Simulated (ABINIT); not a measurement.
MoS2:

```
Mo S
1.0
     1.58550    0.91539    6.11500
    -1.58550    0.91539    6.11500
     0.00000   -1.83078    6.11500
Mo S
1 2
Direct
  0.00000 0.00000 0.00000
  0.25000 0.25000 0.25000
  0.75000 0.75000 0.75000
```

Measurements of this composition are mostly on another form, of space group No. 194.

Base run:

| Property | Result |
| --- | --- |
| Program | ABINIT 10.8.3 (patched build) |
| Functional | PBEsol |
| Potentials or basis | PseudoDojo NC SR PBEsol v0.4.1 standard |
| Cutoff | 980 eV |
| k mesh | 8 × 8 × 8 |
| Occupations | fermi-dirac, width 0.05 eV |
| Spin | no spin polarisation |

Its results: band gap on the k mesh none (metal or under the smearing width); pressure 2.9 GPa; largest force 0.752 eV/Å.

The run is repeated on the same cell with these changes: functional from PBEsol to LDA; potentials or basis from PseudoDojo NC SR PBEsol v0.4.1 standard to PseudoDojo NC SR LDA v0.4.1 standard; cutoff from 980 eV to 1088 eV. What comes out?

Band gap on the k mesh none (metal or under the smearing width); pressure 0.2 GPa; largest force 0.573 eV/Å.

Caveats: the cell's inner coordinates are idealised or old, which leaves forces on the atoms.
